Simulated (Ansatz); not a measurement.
Runs of Ansatz 0.2.0 on SnO2. It takes space group Imma (No. 74, orthorhombic). Conventional cell: a = 6.498 Å, b = 6.829 Å, c = 6.828 Å, α = 90.00°, β = 90.00°, γ = 90.00°. Sn (site symmetry 2/m) has 6 O at 2.09 Å as nearest neighbours. Sn (site symmetry mm2) has 6 O at 2.09 to 2.10 Å as nearest neighbours. Around O (site symmetry m) lie 3 Sn at 2.09 to 2.10 Å. O (site symmetry m) has 3 Sn at 2.09 Å as nearest neighbours. The cell is a database's computed one.

| task | level | cell | k mesh | points for each segment of the path | gap on the mesh (eV) | pressure (GPa) | relaxed volume (Å³/atom) | largest force (eV/Å) |
| --- | --- | --- | --- | --- | --- | --- | --- | --- |
| relaxation of cell and atoms | PBE+D3(BJ) | relaxed | 6 × 6 × 6 | - | (a) | 0.0 | 12.37 | - |
| band structure | RPBE | as given | 5 × 5 × 5 | 10 | 0.72 | 3.1 | - | 0.06 |
| band structure | LDA | as given | 5 × 5 × 5 | 10 | 0.48 | -11.5 | - | 0.15 |
| relaxation of cell and atoms | PBEsol | relaxed | 6 × 6 × 6 | - | 0.92 | 0.0 | (b) | - |
| band structure | PBE | as given | 6 × 6 × 6 | 10 | 0.63 | -0.8 | - | 0.06 |
| relaxation of cell and atoms | BLYP | relaxed | 6 × 6 × 6 | - | 0.40 | 0.0 | 12.96 | - |
| relaxation of cell and atoms | revPBE+D4 | relaxed | 6 × 6 × 6 | - | 0.96 | 0.0 | 12.29 | - |
| band structure | LDA | as given | 6 × 6 × 6 | 10 | 0.48 | -11.4 | - | 0.15 |

Alike in all rows: potentials or basis Ansatz PAW; no spin polarisation; cutoff (eV) 420; smearing fermi-dirac 0.05 eV.

Q: Fill in the values left out.

A: (a) 0.84; (b) 12.18.

Caveats: spin-orbit coupling is left out, which moves the levels of the heavy elements; the PAW data sets come from PBE, with cores solved anew for the run's functional, which leaves a small shift of forces and pressure (some runs); the plane-wave basis is chosen anew once the cell has moved, so the energies of steps on either side of that aren't comparable (some runs); the potentials were made for another functional, which shifts forces and pressure (some runs).

A k mesh can miss the band edges, and the runs leave out spin-orbit coupling on Sn.

Not every run made on this cell is shown here.
